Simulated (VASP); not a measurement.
A run of VASP 6.6.1:

INCAR

```
SYSTEM = Mg
PREC = Accurate
ENCUT = 600
EDIFF = 1E-7
ISMEAR = -1
SIGMA = 0.05
LREAL = .FALSE.
LASPH = .TRUE.
NELM = 100
ALGO = Normal
ISIF = 3
LWAVE = .FALSE.
LCHARG = .FALSE.
GGA = PE
IBRION = 2
NSW = 40
EDIFFG = -0.005
```

Contents of KPOINTS:

```
Automatic mesh
0
G
  7 7 7
  0 0 0
```

Contents of POSCAR:

```
Mg
1.0
    0.0000000000      3.4835000000      3.4835000000
    3.4835000000      0.0000000000      3.4835000000
    3.4835000000      3.4835000000      0.0000000000
Mg
3
Direct
    0.0000000000      0.0000000000      0.0000000000
    0.2500000000      0.2500000000      0.2500000000
    0.7500000000      0.7500000000      0.7500000000
```

Potentials or basis: VASP PAW PBE potentials, release 64 (Mg).

Launch:

```console
$ cat potpaw_PBE.64/Mg/POTCAR > POTCAR
$ mpirun -np 1 vasp_std > vasp.out
```

Hardware: 1 thread of Intel(R) Xeon(R) 6975P-C (Granite Rapids) (shared host).

Question: Estimate the wall time of this run.

Answer: It took 15 s on 1 thread of Intel(R) Xeon(R) 6975P-C (Granite Rapids), on a shared host, peak memory 0.24 GiB. Counts: scf iterations 18, k points 20, ion steps 3.
